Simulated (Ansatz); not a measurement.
Input of an Ansatz 0.2.0 run:

File input.yaml:

```yaml
crystal:
  lattice:
    - [2.7435, 1.5839604635, 4.8366666667]
    - [-2.7435, 1.5839604635, 4.8366666667]
    - [0.0, -3.167920927, 4.8366666667]
  atoms:
    - { symbol: In, position: [0.85731, 0.85731, 0.85731] }
    - { symbol: In, position: [0.64269, 0.64269, 0.64269] }
    - { symbol: In, position: [0.14269, 0.14269, 0.14269] }
    - { symbol: In, position: [0.35731, 0.35731, 0.35731] }
    - { symbol: O, position: [0.048, 0.75, 0.452] }
    - { symbol: O, position: [0.75, 0.452, 0.048] }
    - { symbol: O, position: [0.452, 0.048, 0.75] }
    - { symbol: O, position: [0.952, 0.25, 0.548] }
    - { symbol: O, position: [0.25, 0.548, 0.952] }
    - { symbol: O, position: [0.548, 0.952, 0.25] }
hamiltonian:
  xc: pbe
  pseudopotentials: { kind: paw }
kpoints:
  mp_grid: { grid: [8, 8, 8] }
scf:
  occupations: { method: fermi_dirac, width: 0.05 }
output:
  forces: true
  stress: true
  eigenvalues: true
```

Potentials or basis: Ansatz PAW.

The run is started by

```bash
$ ansatz run input.yaml --threads 4 --pin off --max-ram 11264MiB --backend cpu --events-out ev --progress --plain --runs-dir out
```

Problem. Estimate the largest force.

Solution. 0.126 eV/Å.

Problem. Estimate the band gap on the k mesh.

Solution. 1.31 eV, indirect (least direct gap 1.34 eV).

Stress tensor (GPa, compression positive):
```
8.92 0.00 0.00
0.00 8.92 0.00
0.00 0.00 7.51
```

Caveat: the pressure holds a Pulay correction of +0.7 GPa for the finite cutoff; spin-orbit coupling is left out, which moves the levels of the heavy elements.

**Experimental background.**

“Fabrication and performance enhancement of an In2O3/BiVO4 heterojunction for N-butanol gas sensing applications”, 2024, pmc:11650617 reports, for a powder of In2O3: band gap 3.08 eV (optical).

Measured gap of In2O3: 3.08 eV (optical; powder; “Fabrication and performance enhancement of an In2O3/BiVO4 heterojunction for N-butanol gas sensing applications”, 2024, pmc:11650617). This calculation gives 1.31 eV (-1.77 eV). So large a miss can be the level of theory's own, or it may mean another phase, state or a wrong row. Spin-orbit coupling on In is left out. The value is that of PBE on a finite k mesh, which can miss the band edges, without temperature or zero-point motion. Semilocal functionals fall short of measured gaps as a rule.
